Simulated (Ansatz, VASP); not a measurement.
**Two plane-wave programs on Ge**

```
Ge
1.0
     0.00000    2.89949    2.75805
     2.89949    0.00000    2.75805
     2.89949    2.89949    0.00000
Ge
2
Cartesian
  2.8995 2.8995 2.7581
  4.3492 4.3492 4.1371
```

Change from the starting cell: strain +0.025 along x and y, -0.025 along z, atoms carried along.

Alike in both runs: task single point; functional PBE; k mesh 14 × 14 × 14; occupations gaussian, width 0.15 eV; no spin polarisation.

|  | VASP | Ansatz |
| --- | --- | --- |
| version | VASP 6.6.1 | Ansatz 0.2.0 |
| potentials or method | VASP PAW PBE potentials, release 64 (Ge_d) | scalar-relativistic, plane waves, PAW |
| plane-wave cutoff (eV) | 520 | 420 |
| valence electrons in the cell | 28 | 28 |

Ansatz gave:

* gap on the k mesh at the Fermi level (eV): 0.07
* least direct gap on the mesh (eV): 0.36
* pressure (GPa): 1.9
* largest component of the traceless stress (GPa): 2.08

Which values does VASP return?

gap on the k mesh at the Fermi level (eV): 0.07; least direct gap on the mesh (eV): 0.36; pressure (GPa): 1.8; largest component of the traceless stress (GPa): 2.09.
